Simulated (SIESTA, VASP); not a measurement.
Given: the input of a run of SIESTA 5.4.2 on CdSe (Cadmoselite). 

The input CdSe.fdf:

```
SystemName                      Cadmoselite
SystemLabel                     CdSe
NumberOfSpecies                 2
NumberOfAtoms                   4
%block ChemicalSpeciesLabel
  1  48 Cd
  2  34 Se
%endblock ChemicalSpeciesLabel

LatticeConstant                 1.0 Ang
%block LatticeVectors
     4.3000000000     0.0000000000     0.0000000000
    -2.1500000000     3.7239092363     0.0000000000
     0.0000000000     0.0000000000     7.0200000000
%endblock LatticeVectors
AtomicCoordinatesFormat         Fractional
%block AtomicCoordinatesAndAtomicSpecies
     0.6666666667     0.3333333333     0.5000000000  1  Cd
     0.3333333333     0.6666666667     0.0000000000  1  Cd
     0.6666666667     0.3333333333     0.8850000000  2  Se
     0.3333333333     0.6666666667     0.3850000000  2  Se
%endblock AtomicCoordinatesAndAtomicSpecies

%block kgrid.MonkhorstPack
    7   0   0  0.0
    0   7   0  0.0
    0   0   4  0.0
%endblock kgrid.MonkhorstPack
XC.Functional                   GGA
XC.Authors                      PBE
PAO.BasisSize                   DZP
PAO.EnergyShift                 0.003 Ry
Mesh.Cutoff                     800 Ry
OccupationFunction              FD
ElectronicTemperature           0.05 eV
MaxSCFIterations                120
SCF.MustConverge                false
SCF.Mixer.Method                Pulay
SCF.Mixer.Weight                0.25
SCF.Mixer.History               8
SCF.DM.Tolerance                5.0e-05
SCF.H.Tolerance                 1.0e-03 eV
WriteForces                     true
Charge.Mulliken                 end
Charge.Hirshfeld                end
Charge.Voronoi                  end
SaveRho                         true
SaveElectrostaticPotential      true
%block PAO.Basis
  Cd 5
  n=4 0 2
    2.625 0.000
  n=5 0 2
    7.565 0.000
  n=4 1 2
    2.973 0.000
  n=5 1 1
    7.565
  n=4 2 2
    4.575 0.000
  Se 4
  n=4 0 2
    5.139 0.000
  n=4 1 2
    6.735 0.000
  n=3 2 2
    2.657 0.000
  n=4 2 1
    6.735
%endblock PAO.Basis
```

Potentials or basis: PseudoDojo 0.4 standard (PBE files), converted to PSML, two zetas on semicore shells, DZP (energy shift 0.003 Ry; two zetas on semicore shells).

Command:

```console
$ siesta < CdSe.fdf > CdSe.out 2>&1
```

Problem. Translate it to VASP 6.6.1. Potentials or basis there: PBE PAW files Cd, Se, 520 eV.

Solution. As run (cutoffs and basis follow the program's own potentials, and thresholds, step limits or extra output files can differ):

INCAR

```
PREC     = Accurate       # precision mode
ENCUT    = 520            # plane-wave cutoff, eV
EDIFF    = 1E-7           # SCF threshold, eV
ISMEAR   = -1             # smearing method
SIGMA    = 0.05           # smearing width, eV
LREAL    = False          # projectors in reciprocal space
LASPH    = True           # aspherical terms in the spheres
NELM     = 100            # most SCF steps
ALGO     = Normal         # electronic algorithm
ISIF     = 2              # what is computed and relaxed
LWAVE    = False          # write WAVECAR
LCHARG   = False          # write CHGCAR
GGA      = PE             # functional
NBANDS   = 26             # bands
```

Contents of KPOINTS:

```
Automatic mesh
0
Gamma
  7 7 4
```

The input POSCAR:

```
CdSe
1.0
    4.3000000000      0.0000000000      0.0000000000
   -2.1500000000      3.7239092363      0.0000000000
    0.0000000000      0.0000000000      7.0200000000
Cd Se
2 2
Direct
    0.6666666667      0.3333333333      0.5000000000
    0.3333333333      0.6666666667      0.0000000000
    0.6666666667      0.3333333333      0.8850000000
    0.3333333333      0.6666666667      0.3850000000
```

Potentials or basis: VASP PAW PBE potentials, release 64 (Cd, Se).

Launch:

```sh
$ cat potpaw_PBE.64/Cd/POTCAR potpaw_PBE.64/Se/POTCAR > POTCAR
$ mpirun -np 1 vasp_std > vasp.out
```

Both were run:

|  | SIESTA | VASP |
| --- | --- | --- |
| Pressure | 3.2 GPa | 3.3 GPa |
| Largest force | 0.321 eV/Å | 0.291 eV/Å |

The potentials hold 72 and 36 valence electrons a cell.

The two runs disagree by more than potentials and bases usually give (in gap, levels, pressure or energy); the cause wasn't traced.

Pressure is positive in compression.
